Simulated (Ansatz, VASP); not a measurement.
# Two plane-wave programs on PtSe2 (Sudovikovite)

Contents of INCAR:

```
PREC = Accurate
ENCUT = 520
EDIFF = 1E-7
ISMEAR = -1
SIGMA = 0.05
LREAL = False
LASPH = True
NELM = 100
ALGO = Normal
ISIF = 2
LWAVE = False
LCHARG = False
GGA = PE
NBANDS = 18
```

File KPOINTS:

```
regular mesh
0
Gamma
  8 8 5
```

File POSCAR:

```
PtSe2
1.0
    3.7240000000      0.0000000000      0.0000000000
   -1.8620000000      3.2250786037      0.0000000000
    0.0000000000      0.0000000000      5.0620000000
Pt Se
1 2
Direct
    0.0113330000      0.0226290000      0.0066020000
    0.6503450000      0.3313450000      0.7400010000
    0.3323820000      0.6551270000      0.2463110000
```

The input input.yaml:

```yaml
crystal:
  lattice:
    - [3.724, 0.0, 0.0]
    - [-1.862, 3.2250786037, 0.0]
    - [0.0, 0.0, 5.062]
  atoms:
    - { symbol: Pt, position: [0.011333, 0.022629, 0.006602] }
    - { symbol: Se, position: [0.650345, 0.331345, 0.740001] }
    - { symbol: Se, position: [0.332382, 0.655127, 0.246311] }
hamiltonian:
  xc: pbe
  pseudopotentials: { kind: paw }
kpoints:
  mp_grid: { grid: [8, 8, 5] }
scf:
  occupations: { method: fermi_dirac, width: 0.05 }
output:
  forces: true
  stress: true
  eigenvalues: true
  write_density: true
  write_potential: true
  elf: true
  volumetric_format: npy
```

Change from the starting cell: atoms moved at random, drawn with an rms of 0.05 Å.

Alike in both runs: task single point; functional PBE; k mesh 8 × 8 × 5; occupations fermi-dirac, width 0.05 eV; no spin polarisation.

```csv
,VASP,Ansatz
version,VASP 6.6.1,Ansatz 0.2.0
potentials or method,"VASP PAW PBE potentials, release 64 (Pt, Se)",Ansatz PAW
plane-wave cutoff (eV),520,420
valence electrons in the cell,22,50
```

Ansatz gave:

| Property | Result |
| --- | --- |
| gap on the k mesh at the Fermi level (eV) | none |
| pressure (GPa) | 7.2 |
| largest component of the traceless stress (GPa) | 2.03 |
| rms of the force components (eV/Å) | 0.889 |

Q: Which values does VASP return?

A: gap on the k mesh at the Fermi level (eV): none; pressure (GPa): 7.2; largest component of the traceless stress (GPa): 2.04; rms of the force components (eV/Å): 0.893.

Atom by atom the forces differ by 0.005 eV/Å (rms over components). A gap of «none» marks a metal or a gap that the smearing closes. The two sets of potentials don't hold the same shells in valence.

Spin-orbit coupling is left out, which matters for the levels of Pt.
